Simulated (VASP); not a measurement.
**KBr in VASP: how settings move the PBE single point**

Aim: see what changed inputs do to the PBE single point of KBr built on the CsCl prototype, under -0.3 % equal strain in all directions. This is a trial cell built on a prototype, not taken from a measured structure, and it needn't be the compound's ground state.

Code: VASP 6.6.1. PAW datasets, plane waves. The cell comes from a prototype generator: it can be a known phase or a hypothetical one. Spin polarisation is off (in the reference).

## 1. Starting point

The cell comes from an earlier relaxation with r2SCAN in another program. Some of the altered inputs switch spin polarisation on.

It is cubic, Pm-3m (No. 221); a = 3.963 Å in the conventional setting, 31.11 Å³ an atom. Near K stand 8 Br at 3.43 Å; near Br stand 8 K at 3.43 Å.

As a file:

```cif
data_structure
_symmetry_space_group_name_H-M 'P 1'
_symmetry_Int_Tables_number 1
_cell_length_a 3.9627
_cell_length_b 3.9627
_cell_length_c 3.9627
_cell_angle_alpha 90.000
_cell_angle_beta 90.000
_cell_angle_gamma 90.000
_cell_volume 62.23
loop_
_atom_site_label
_atom_site_type_symbol
_atom_site_fract_x
_atom_site_fract_y
_atom_site_fract_z
_atom_site_occupancy
K1 K 0.00000 0.00000 0.00000 1
Br1 Br 0.50000 0.50000 0.50000 1
```

## 2. Reference

File INCAR:

```
ENCUT = 520.000000
SIGMA = 0.020000
EDIFF = 1.00e-07
GGA = PE
PREC = Accurate
IBRION = -1
ISIF = 2
ISMEAR = -1
NBANDS = 15
NELM = 120
NSW = 0
LASPH = .TRUE.
LCHARG = .FALSE.
LWAVE = .FALSE.
LREAL = .FALSE.
```

File KPOINTS:

```
KPOINTS created by Atomic Simulation Environment
0
Gamma
6 6 6
0 0 0
```

File POSCAR:

```
K  Br
 1.0000000000000000
     3.9627360450000002    0.0000000000000000    0.0000000000000000
     0.0000000000000000    3.9627360450000002    0.0000000000000000
     0.0000000000000000    0.0000000000000000    3.9627360450000002
 K   Br
   1   1
Cartesian
  0.0000000000000000  0.0000000000000000  0.0000000000000000
  1.9813680224999999  1.9813680224999999  1.9813680224999999
```

A file KPOINTS_OPT adds named points for the levels; it doesn't enter the self-consistent loop.

Potentials: the recommended PBE PAW datasets, 16 valence electrons.

Command:

```
> mpirun -np 1 vasp_std
```

## 3. Try 1

INCAR: that of step 2 with these lines changed.

```diff
@@ -15 +15,3 @@
 LREAL = .FALSE.
+ISPIN = 2
+MAGMOM = 0.5 0.5
```

KPOINTS is that of step 2.

POSCAR is that of step 2.

## 4. Try 2

File INCAR:

```
ENCUT = 520.000000
EDIFF = 1.00e-07
PREC = Accurate
IBRION = -1
ISIF = 2
NBANDS = 15
NELM = 120
NSW = 0
LASPH = .TRUE.
LCHARG = .FALSE.
LWAVE = .FALSE.
LREAL = .FALSE.
METAGGA = MBJ
ISMEAR = 1
SIGMA = 0.01
```

KPOINTS is that of step 2.

POSCAR is that of step 2.

What does the calculation give? Wanted: for each run, changed; ending; energy change; pressure; electronic steps; usable.

The runs gave:

| run | changed | ending | energy change (meV/atom) | pressure (GPa) | gap on the mesh (eV; negative: overlap) | electronic steps | time | usable |
| --- | --- | --- | --- | --- | --- | --- | --- | --- |
| ref. | – | converged | 0 | 1.1 | 4.06 | 14 | 24 s | yes |
| 1 | ISPIN = 2, MAGMOM = 0.5 0.5 | converged | 0.0 | 1.1 | – | 15 | 53 s | yes |
| 2 | METAGGA = MBJ, ISMEAR = 1, SIGMA = 0.01 | not converged | – | – | – | 120 | 6.1 min | no |

Of 2 altered inputs, 1 gave no result, 1 gave usable results.
